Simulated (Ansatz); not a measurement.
AlSb: pressure series

The parent structure is AlSb in the zinc blende structure (space group F-43m, No. 216; a = 6.1773 Å).

Cell and atoms are relaxed at each pressure.

Method: Ansatz (a program for electronic structure), r2SCAN, PAW, cutoff 500 eV, without spin-orbit coupling.

Two rows of this table had their results exchanged by mistake.

```tsv
pressure	volume per atom (Å³)	shortest distance (Å)	band gap
pressure −2 GPa	30.65	2.710	1.55 eV
pressure −1 GPa	30.03	2.692	1.53 eV
pressure 0.9 GPa	29.02	2.661	1.49 eV
pressure 2.1 GPa	23.14	2.468	1.02 eV
pressure 4.5 GPa	27.49	2.614	1.40 eV
pressure 9 GPa	26.03	2.567	1.30 eV
pressure 15 GPa	24.55	2.517	1.17 eV
pressure 22.5 GPa	28.45	2.644	1.46 eV
pressure 30 GPa	22.02	2.427	0.89 eV
```

Q: Which two?

A: The rows for pressure 2.1 GPa and pressure 22.5 GPa: the volume has to fall steadily with pressure, so 28.45 Å³ belongs to pressure 2.1 GPa and 23.14 Å³ to pressure 22.5 GPa.

With Sb present, leaving out spin-orbit coupling can change the band edges. Load acts through the strain it causes; cell and atoms are relaxed under it. Stability against distortions was not tested. Measured, AlSb leaves this structure (for a Cmcm phase) near 8.1 GPa (temperature not stated; as listed in Datta, Sujoy, Jana, Debnarayan, arXiv (2020)), on rising pressure, with hysteresis.
